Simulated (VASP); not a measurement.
# NaI (P6_3/mmc) in VASP: notebook

The runs below take NaI through single point, with r2SCAN, PBE.

All numbers are computed with VASP 6.6.1; they aren't measurements. Logs are shortened: lines on timing, memory, paths and dates and some standing lists are left out, and cuts for length are marked.

### Step 1. The cell of the first run

The structure is hexagonal, space group P6_3/mmc (No. 194). Conventional cell: a = 5.416 Å, b = 5.416 Å, c = 6.686 Å, α = 90.00°, β = 90.00°, γ = 120.00°. Na (site symmetry -6m2) is surrounded by 5 I at 3.13 to 3.34 Å. I (site symmetry -6m2) is surrounded by 5 Na at 3.13 to 3.34 Å.

The cell was built by a generator and needn't be a form met in nature.

### Step 2. Single point, r2SCAN (uniaxial_z strain +3.5%)

POSCAR reads:

```
NaI
1.0
    5.4164420017      0.0000000000      0.0000000000
   -2.7082210009      4.6907763716      0.0000000000
    0.0000000000      0.0000000000      6.6864537666
Na I
2 2
Direct
    0.3333333333      0.6666666667      0.2500000000
    0.6666666667      0.3333333333      0.7500000000
    0.6666666667      0.3333333333      0.2500000000
    0.3333333333      0.6666666667      0.7500000000
```

INCAR.step1 reads:

```
  ALGO = Normal
  EDIFF = 1E-4
  ENCUT = 520
  GGA = PE
  ISMEAR = 0
  LASPH = True
  LCHARG = False
  LREAL = False
  LWAVE = True
  NBANDS = 22
  NELM = 100
  PREC = Accurate
  SIGMA = 0.01
```

INCAR.step2 reads:

```
  ALGO = Normal
  EDIFF = 1E-6
  ENCUT = 520
  ISIF = 2
  ISMEAR = 0
  ISTART = 1
  LASPH = True
  LCHARG = True
  LELF = True
  LMIXTAU = True
  LREAL = False
  LVHAR = True
  LWAVE = False
  METAGGA = R2SCAN
  NBANDS = 22
  NELM = 100
  PREC = Accurate
  SIGMA = 0.01
```

KPOINTS reads:

```
k-points
0
Gamma
  6 6 4
```

Potentials or basis: VASP PAW PBE potentials, release 64 (Na_pv, I).

Launch:

```bash
> cat potpaw_PBE.64/Na_pv/POTCAR potpaw_PBE.64/I/POTCAR > POTCAR
> cp INCAR.step1 INCAR
> mpirun -np 1 vasp_std > vasp.out
> cp INCAR.step2 INCAR
> mpirun -np 1 vasp_std > vasp.out
```

OUTCAR:

```text
EDIFF = 1E-6
   ENCUT = 520
   ISIF = 2
   ISMEAR = 0
   ISTART = 1
   LASPH = True
   LREAL = False
   METAGGA = R2SCAN
   NELM = 100
   PREC = Accurate

 ion  position               nearest neighbor table
   1  0.333  0.667  0.250-   3 3.13   3 3.13   3 3.13
   2  0.667  0.333  0.750-   4 3.13   4 3.13   4 3.13
   3  0.667  0.333  0.250-   1 3.13   1 3.13   1 3.13
   4  0.333  0.667  0.750-   2 3.13   2 3.13   2 3.13

  LATTYP: Found a hexagonal cell.
 ALAT       =     5.4164420017
 C/A-ratio  =     1.2344734356

  Lattice vectors:

 A1 = (   5.4164420017,   0.0000000000,   0.0000000000)
 A2 = (  -2.7082210009,   4.6907763716,   0.0000000000)
 A3 = (   0.0000000000,   0.0000000000,   6.6864537666)

Analysis of symmetry for initial positions (statically):
=====================================================================
 Subroutine PRICEL returns:
 Original cell was already a primitive cell.

 Routine SETGRP: Setting up the symmetry group for a
 hexagonal supercell.

 Subroutine GETGRP returns: Found 24 space group operations
 (whereof 12 operations were pure point group operations)
 out of a pool of 24 trial point group operations.

The static configuration has the point symmetry D_3d.
 The point group associated with its full space group is D_6h.

Analysis of symmetry for dynamics (positions and initial velocities):
=====================================================================
 Subroutine PRICEL returns:
 Original cell was already a primitive cell.

 Routine SETGRP: Setting up the symmetry group for a
 hexagonal supercell.

 Subroutine GETGRP returns: Found 24 space group operations
 (whereof 12 operations were pure point group operations)
 out of a pool of 24 trial point group operations.

The dynamic configuration has the point symmetry D_3d.
 The point group associated with its full space group is D_6h.

 Subroutine INISYM returns: Found 24 space group operations
 (whereof 12 operations are pure point group operations),
 and found     1 'primitive' translations

----------------------------------------------------------------------------------------

                                     Primitive cell

  volume of cell :     169.8849

  direct lattice vectors                    reciprocal lattice vectors
     5.416442002  0.000000000  0.000000000     0.184623042  0.106592163  0.000000000
    -2.708221001  4.690776372  0.000000000     0.000000000  0.213184326  0.000000000
     0.000000000  0.000000000  6.686453767     0.000000000  0.000000000  0.149556108

  length of vectors
     5.416442002  5.416442002  6.686453767     0.213184326  0.213184326  0.149556108

  position of ions in fractional coordinates (direct lattice)
     0.333333333  0.666666667  0.250000000
     0.666666667  0.333333333  0.750000000
     0.666666667  0.333333333  0.250000000
     0.333333333  0.666666667  0.750000000

  ion indices of the primitive-cell ions
   primitive index   ion index
                 1           1
                 2           2
                 3           3
                 4           4

----------------------------------------------------------------------------------------

 KPOINTS: k-points

Automatic generation of k-mesh.
 Grid dimensions read from file:
 generate k-points for:    6    6    4

 Generating k-lattice:

  Cartesian coordinates                     Fractional coordinates (reciprocal lattice)
     0.030770507  0.017765361  0.000000000     0.166666667  0.000000000  0.000000000
     0.000000000  0.035530721  0.000000000     0.000000000  0.166666667  0.000000000
     0.000000000  0.000000000  0.037389027     0.000000000  0.000000000  0.250000000

  Length of vectors
     0.035530721  0.035530721  0.037389027

  Shift w.r.t. Gamma in fractional coordinates (k-lattice)
     0.000000000  0.000000000  0.000000000

 Subroutine IBZKPT returns following result:
 ===========================================

 Found     21 irreducible k-points:

 Following reciprocal coordinates:
            Coordinates               Weight
  0.000000  0.000000  0.000000      1.000000
  0.166667  0.000000  0.000000      6.000000
  0.333333  0.000000  0.000000      6.000000
  0.500000  0.000000  0.000000      3.000000
  0.166667  0.166667  0.000000      6.000000
  0.333333  0.166667  0.000000     12.000000
[... 13 lines left out ...]
  0.333333  0.166667  0.500000     12.000000
  0.333333  0.333333  0.500000      2.000000
   k-points           NKPTS =     21   k-points in BZ     NKDIM =     21   number of bands    NBANDS=     22
   number of dos      NEDOS =    301   number of ions     NIONS =      4
   total plane-waves  NPLWV =  80000
   dimension x,y,z NGX =    40 NGY =   40 NGZ =   50
   dimension x,y,z NGXF=    80 NGYF=   80 NGZF=  100
   ions per type =               2   2
   NGX,Y,Z   is equivalent  to a cutoff of  12.28, 12.28, 12.43 a.u.
   NGXF,Y,Z  is equivalent  to a cutoff of  24.55, 24.55, 24.86 a.u.
 SYSTEM =  unknown system
   PREC   = accura    normal or accurate (medium, high low for compatibility)
   ISTART =      1    job   : 0-new  1-cont  2-samecut
   ICHARG =      0    charge: 1-file 2-atom 10-const
   ISPIN  =      1    spin polarized calculation?
   LNONCOLLINEAR =      F non collinear calculations
   LSORBIT =      F    spin-orbit coupling
   LASPH  =      T    aspherical Exc in radial PAW
   ENCUT  =  520.0 eV  38.22 Ry    6.18 a.u.  10.07 10.07 12.43*2*pi/ulx,y,z
   NELM   =    100;   NELMIN=  2; NELMDL=  0     # of ELM steps
   EDIFF  = 0.1E-05   stopping-criterion for ELM
   LREAL  =      F    real-space projection
   EDIFFG = 0.1E-04   stopping-criterion for IOM
   NSW    =      0    number of steps for IOM
   IBRION =     -1    ionic relax: 0-MD 1-quasi-New 2-CG
   NFREE  =      0    steps in history (QN), initial steepest desc. (CG)
   ISIF   =      2    stress and relaxation
   ISYM   =      2    0-nonsym 1-usesym 2-fastsym
   POTIM  = 0.5000    time-step for ionic-motion
   TEBEG  =    0.0;   TEEND  =   0.0 temperature during run
   PSTRESS=    0.0 pullay stress
   NELECT =      28.0000    total number of electrons
   NUPDOWN=      -1.0000    fix difference up-down
   EMIN   =  10.00;   EMAX   =-10.00  energy-range for DOS
   EFERMI =   0.00;   METHOD = LEGACY
   ISMEAR =     0;   SIGMA  =   0.01  broadening in eV -4-tet -1-fermi 0-gaus
   EFERMI_NEDOS =   21; number of points for ismear=-14 and -15
   IALGO  =     38    algorithm
   IMIX   =      4    mixing-type and parameters
     AMIX     =   0.40;   BMIX     =  1.00
     AMIX_MAG =   1.60;   BMIX_MAG =  1.00
  volume/ion in A,a.u.               =      42.47       286.61
  Fermi-wavevector in a.u.,A,eV,Ry     =   0.897586  1.696191 10.961672  0.805660
  Thomas-Fermi vector in A             =   2.020188
   LORBIT       =      0    0 simple, 1 ext, 2 COOP (PROOUT), +10 PAW based schemes
   METAGGA = R2SCAN    functional components
   LHFCALC =     F    Hartree Fock is set to
   AEXX    =    0.0000 exact exchange contribution
   IVDW    =     0    specifies the selected vdW correction
   LEPSILON=     F    determine dielectric tensor
   LRPA    =     F    only Hartree local field effects (RPA)
 non-spin polarized calculation
 Gauss-broadening in eV      SIGMA  =   0.01
  energy-cutoff  :      520.00
  volume of cell :      169.88
 maximum number of plane-waves:      4605
   NGX = 21   NGY = 21   NGZ = 25

 number of electron      28.0000002 magnetization

 Free energy of the ion-electron system (eV)
  ---------------------------------------------------
  ext. energy  EPLUGINS =         0.00000000
  ---------------------------------------------------
  free energy    TOTEN  =       -61.94672636 eV

  energy without entropy =      -61.94672636  energy(sigma->0) =      -61.94672636

 E-fermi :  -0.6869     XC(G=0):  -6.9882

 val. band max:       -0.8221028689   @ k =   0.0000   0.0000   0.0000
 cond. band min:       3.2800148998   @ k =   0.0000   0.0000   0.0000
 fundamental gap:      4.1021177687
 Fermi energy:        -0.6868841569

 k-point     1 :       0.0000    0.0000    0.0000
  band No.  band energies     occupation
      1     -24.1733      2.00000
      2     -24.1725      2.00000
      3     -24.1723      2.00000
      4     -24.1714      2.00000
      5     -24.1712      2.00000
      6     -24.1703      2.00000
[... 14 lines left out ...]
     21       7.6447      0.00000
     22       7.6448      0.00000

 k-point     2 :       0.1667    0.0000    0.0000
  band No.  band energies     occupation
      1     -24.1731      2.00000
      2     -24.1726      2.00000
      3     -24.1725      2.00000
      4     -24.1716      2.00000
      5     -24.1713      2.00000
      6     -24.1705      2.00000
[... 14 lines left out ...]
     21       7.3392      0.00000
     22       7.9896      0.00000

 k-point     3 :       0.3333    0.0000    0.0000
  band No.  band energies     occupation
      1     -24.1730      2.00000
      2     -24.1727      2.00000
      3     -24.1726      2.00000
      4     -24.1722      2.00000
      5     -24.1714      2.00000
      6     -24.1709      2.00000
[... 14 lines left out ...]
     21       7.8521      0.00000
     22       8.5140      0.00000

 k-point     4 :       0.5000    0.0000    0.0000
  band No.  band energies     occupation
      1     -24.1732      2.00000
      2     -24.1728      2.00000
      3     -24.1726      2.00000
      4     -24.1722      2.00000
      5     -24.1714      2.00000
      6     -24.1713      2.00000
[... 14 lines left out ...]
     21       8.7866      0.00000
     22       9.1037      0.00000

 k-point     5 :       0.1667    0.1667    0.0000
  band No.  band energies     occupation
      1     -24.1728      2.00000
      2     -24.1727      2.00000
      3     -24.1727      2.00000
      4     -24.1720      2.00000
      5     -24.1714      2.00000
      6     -24.1708      2.00000
[... 14 lines left out ...]
     21       7.6633      0.00000
     22       8.2265      0.00000

 k-point     6 :       0.3333    0.1667    0.0000
  band No.  band energies     occupation
      1     -24.1731      2.00000
      2     -24.1729      2.00000
      3     -24.1726      2.00000
      4     -24.1722      2.00000
      5     -24.1715      2.00000
      6     -24.1713      2.00000
[... 14 lines left out ...]
     21       8.4599      0.00000
     22       8.7351      0.00000

 k-point     7 :       0.3333    0.3333    0.0000
  band No.  band energies     occupation
      1     -24.1730      2.00000
      2     -24.1729      2.00000
      3     -24.1729      2.00000
      4     -24.1717      2.00000
      5     -24.1717      2.00000
      6     -24.1715      2.00000
[... 249 lines left out ...]
      6     -24.1708      2.00000
[... 14 lines left out ...]
     21       7.4832      0.00000
     22       7.4832      0.00000

 k-point    18 :       0.5000    0.0000    0.5000
  band No.  band energies     occupation
      1     -24.1740      2.00000
      2     -24.1740      2.00000
      3     -24.1721      2.00000
      4     -24.1721      2.00000
      5     -24.1707      2.00000
      6     -24.1707      2.00000
[... 14 lines left out ...]
     21       7.9534      0.00000
     22       7.9534      0.00000

 k-point    19 :       0.1667    0.1667    0.5000
  band No.  band energies     occupation
      1     -24.1734      2.00000
      2     -24.1734      2.00000
      3     -24.1721      2.00000
      4     -24.1721      2.00000
      5     -24.1709      2.00000
      6     -24.1709      2.00000
[... 14 lines left out ...]
     21       7.5240      0.00000
     22       7.5240      0.00000

 k-point    20 :       0.3333    0.1667    0.5000
  band No.  band energies     occupation
      1     -24.1740      2.00000
      2     -24.1740      2.00000
      3     -24.1722      2.00000
      4     -24.1722      2.00000
      5     -24.1707      2.00000
      6     -24.1707      2.00000
[... 14 lines left out ...]
     21       8.0409      0.00000
     22       8.0409      0.00000

 k-point    21 :       0.3333    0.3333    0.5000
  band No.  band energies     occupation
      1     -24.1741      2.00000
      2     -24.1741      2.00000
      3     -24.1722      2.00000
      4     -24.1722      2.00000
      5     -24.1706      2.00000
      6     -24.1706      2.00000
[... 14 lines left out ...]
     21       8.2471      0.00000
     22       8.2471      0.00000

------------------------ aborting loop because EDIFF is reached ----------------------------------------

  FORCE on cell =-STRESS in cart. coord.  units (eV):
  Direction    XX          YY          ZZ          XY          YZ          ZX
  --------------------------------------------------------------------------------------
  -------------------------------------------------------------------------------------
  Total       -0.2780882     -0.2780882     -0.9336847      0.0000000      0.0000000     -0.0000000
  in kB       -2.6226386     -2.6226386     -8.8055428      0.0000000      0.0000000     -0.0000000
  external PRESSURE =      -4.6836067 kB  Pullay stress =       0.0000000 kB

 VOLUME and BASIS-vectors are now :
 -----------------------------------------------------------------------------
  energy-cutoff  :      520.00
  volume of cell :      169.88
      direct lattice vectors                 reciprocal lattice vectors
     5.416442002  0.000000000  0.000000000     0.184623042  0.106592163  0.000000000
    -2.708221001  4.690776372  0.000000000     0.000000000  0.213184326  0.000000000
     0.000000000  0.000000000  6.686453767     0.000000000  0.000000000  0.149556108

 POSITION                                       TOTAL-FORCE (eV/Angst)
 -----------------------------------------------------------------------------------
     -0.00000      3.12718      1.67161         0.000000     -0.000000      0.000000
      2.70822      1.56359      5.01484        -0.000000      0.000000      0.000000
      2.70822      1.56359      1.67161         0.000000      0.000000      0.000000
     -0.00000      3.12718      5.01484        -0.000000      0.000000      0.000000
 -----------------------------------------------------------------------------------
    total drift:                                0.000000     -0.000000      0.000000

  FREE ENERGIE OF THE ION-ELECTRON SYSTEM (eV)
  ---------------------------------------------------
  free  energy   TOTEN  =       -61.9467263629 eV

  energy  without entropy=      -61.9467263629  energy(sigma->0) =      -61.94672636
```

It took 2.7 min on 1 thread of Intel Xeon Platinum 8488C (Sapphire Rapids), shared host; peak memory 0.33 GiB.

What came out:

| Item | Value |
| --- | --- |
| Free energy | -61.9467 eV |
| Pressure | -0.5 GPa |
| Band gap on the k mesh | 4.10 eV, direct |

Stress tensor (GPa, compression positive):
```
-0.26  0.00  0.00
 0.00 -0.26  0.00
 0.00  0.00 -0.88
```

Levels at points of the mesh, in eV from the valence-band top:
```
           k point  band 12  band 13  band 14  band 15  band 16  band 17
(0.00, 0.00, 0.00)    -0.41    -0.41     0.00     4.10     5.37     7.38
(0.50, 0.00, 0.00)    -0.99    -0.60    -0.36     5.57     6.04     6.86
(0.00, 0.00, 0.50)    -0.66    -0.66    -0.66     5.53     5.53     7.29
(0.50, 0.00, 0.50)    -0.78    -0.33    -0.33     5.80     5.80     7.53
```

Caveat: the PAW data sets were made with another functional, which shifts forces and pressure a little; spin-orbit coupling is left out, which moves the levels of the heavy elements. A k mesh can miss the band edges.

[end of part 1 of 2]
